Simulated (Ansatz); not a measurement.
## HgS (F-43m): phonons

Method: r²SCAN, PAW on Ansatz 0.2.0's default frozen-core files (fitted under PBE), scalar-relativistic.

Cell and atoms were relaxed beforehand by PAW with this functional.

Launched as:

```sh
ansatz run input.yaml --threads 1 --pin off --max-ram 3072MiB --backend cpu --events-out ev --progress --plain --runs-dir out
```

input.yaml:

```yaml
crystal:
  lattice:
    - [0.0, 2.96420256542, 2.96420256542]
    - [2.96420256542, 0.0, 2.96420256542]
    - [2.96420256542, 2.96420256542, 0.0]
  atoms:
    - { symbol: Hg, position: [0.0, 0.0, 0.0] }
    - { symbol: S, position: [0.75, 0.75, 0.75] }
kpoints:
  mp_grid: { grid: [12, 12, 12] }
scf:
  occupations: { method: fermi_dirac, width: 0.05 }
hamiltonian:
  xc: r2scan
  pseudopotentials: { kind: paw }
phonons:
  qmesh: [2, 2, 2]
  qpath:
    path:
      - [0.0, 0.0, 0.0]
      - [-0.5, -0.5, 0.0]
      - [-0.375, -0.375, 0.25]
      - [-0.375, 0.0, 0.375]
      - [0.0, 0.0, 0.0]
      - [0.0, 0.0, 0.5]
      - [-0.5, -0.25, 0.25]
      - [-0.5, -0.5, 0.0]
    npoints: 6
  temperatures: { t_min: 0, t_max: 1000, t_step: 100 }
```

The program printed:

```
Warning: phonons: the dynamical matrix that this run interpolates holds no multipole term above the dipole-dipole one, and a site of this crystal is no centre of inversion, so its interpolated transverse optical and acoustic branches and sound speeds can stay off near Gamma, and the density of states and the thermodynamics with them. What a run solves at a wave vector of phonons.qpoints, Gamma apart, where the deck ...
Warning: RAYON_NUM_THREADS=1 ignored (pool sized by the plan → 1); use --threads N
Engine: ansatz 0.2.0, x86_64-unknown-linux-gnu
Pseudopotentials: kind: paw
Pseudopotential: Hg, paw, valence charge 20, recommended cutoff 500 eV (meta_gga), Hg.paw.azcp
Pseudopotential: S, paw, valence charge 6, recommended cutoff 500 eV (meta_gga), S.paw.azcp
Functional definition: r2SCAN
  parameter k0 = 0.174
  parameter k1 = 0.065
  parameter a1 = 4.9479
  exchange = r2scan_x(k0 = k0, k1 = k1, a1 = a1)
  correlation = r2scan_c
Crystal: 4 atoms, lattice volume = 104.180 Å³
Basis set: ecut = 500 eV, 2661 PW (Γ), FFT grids on a1, a2, −a1+a2+a3, exchange–correlation on 160×160×225 points (125 copies of the dense FFT grid, shifted against one another)
[... 151 lines left out ...]
  ASR residual: 2.712e-4 → 0.000e0 eV/Å²; symmetrization residual: 1.291e-4 eV/Å²
  largest component of a force at the reference: 9.7e-17 eV/Å
  ASR residual per site (eV/Å²): 1.59e-4 2.71e-4
  Γ frequencies (cm⁻¹): 0.00 0.00 0.00 158.10 158.10 158.10
--- Phonons (by wavevector): 3 wavevectors in 2 supercells ---
  supercell 1 (2 cells, vectors [1, 0, 0], [0, 1, -1], [0, 0, 2] in multiples of the cell's): 4 displaced members by 0.0025 Å; free energy -29468.113345 eV; taken off its force constants: by the sum rule 2.7e-4, by the ...
  symmetry images taken by strict's conditions (phonons.symmetry_images: auto; settled by no image being taken that strict refuses)
  supercell 2 (2 cells, vectors [1, 0, 0], [0, 1, 0], [0, 0, 2] in multiples of the cell's): 4 displaced members by 0.0025 Å; free energy -29468.113345 eV; taken off its force constants: by the sum rule 4.2e-5, by the ...
  symmetry images taken by strict's conditions (phonons.symmetry_images: auto; settled by no image being taken that strict refuses)
  q = [0.0000, 0.0000, 0.0000] (star 1, supercell 1; hermiticity 7.99e-17, symmetrization 5.59e-6): -0.00 0.00 0.00 158.10 158.10 158.10
  q = [0.0000, 0.0000, -0.5000] (star 4, supercell 2; hermiticity 1.09e-16, symmetrization 1.00e-15): 20.86 20.86 89.35 209.77 209.77 283.56
  q = [0.0000, -0.5000, -0.5000] (star 3, supercell 1; hermiticity 1.33e-16, symmetrization 6.39e-16): 18.15 18.15 97.82 251.33 251.33 269.70
  joined force constants: q→R imaginary residual 4.34e-17
  density of states and harmonic sums: on the 18×18×18 q-mesh, interpolated from the force constants of a 2×2×2 supercell (no non-analytic term)
  largest difference from the sums on the solved wave vectors: F 5.09e-2 eV, S 8.32e-5 and C_V 3.23e-5 eV/K
```

Self-consistency was reached.

Harmonic thermodynamics:

Harmonic phonons of a crystal by Kohn-Sham DFT at the given cell, standard atomic masses, acoustic sum rule imposed; negative wavenumbers are unstable modes; sums over wave vectors interpolated from the q mesh.

```json
{
  "Zero point energy": "26.19 meV/atom"
}
```

```tsv
temperature (K)	phonon heat capacity (k_B/atom)	phonon entropy (k_B/atom)	phonon free energy (meV/atom)
100	2.06	2.643	14.23
200	2.668	4.305	-16.23
300	2.841	5.426	-58.43
400	2.908	6.254	-108.9
500	2.94	6.906	-165.7
600	2.958	7.444	-227.6
700	2.969	7.901	-293.8
800	2.976	8.298	-363.6
900	2.981	8.649	-436.7
1000	2.985	8.963	-512.6
```

Phonons on the q mesh:

One row a degenerate set, branches counted upwards.

```
Unstable phonons : no
```

```
point  q a (r.l.u.)  q b (r.l.u.)  q c (r.l.u.)  branch  phonon wavenumber (cm⁻¹)  degeneracy
Gamma             0             0             0       4                     158.1           3
    L           0.5             0             0       1                      20.9           2
    L           0.5             0             0       3                      89.4           1
    L           0.5             0             0       4                     209.8           2
    L           0.5             0             0       6                     283.6           1
    X           0.5           0.5             0       1                      18.2           2
    X           0.5           0.5             0       3                      97.8           1
    X           0.5           0.5             0       4                     251.3           2
    X           0.5           0.5             0       6                     269.7           1
```

**Zone-centre phonons**

Optical zone-centre levels upwards with Mulliken labels, activity, and the element with most of the kinetic energy.

| Quantity | Value |
| --- | --- |
| Point group | -43m |

| number | phonon wavenumber (cm⁻¹) | label | infrared | raman | lead element |
| --- | --- | --- | --- | --- | --- |
| 1 | 158.1 | T2 | yes | yes | S |

Caveats: frozen-core PAW files fitted under PBE, their cores solved anew for the functional of the run; the gap is closed or tiny at this level, so small that the run used smearing; responses move with mesh and smearing; no spin-orbit coupling on heavy atoms; a very soft zone-boundary mode, near an instability or sensitive to the mesh; this zinc-blende form is metastable at ambient conditions; no LO-TO term in the interpolation; coarse q mesh; activity by symmetry alone, a metal screens infrared modes.

It took 7.2 min on 1 thread of Intel(R) Xeon(R) 6975P-C (Granite Rapids), on a shared host, peak memory 1.4 GiB.
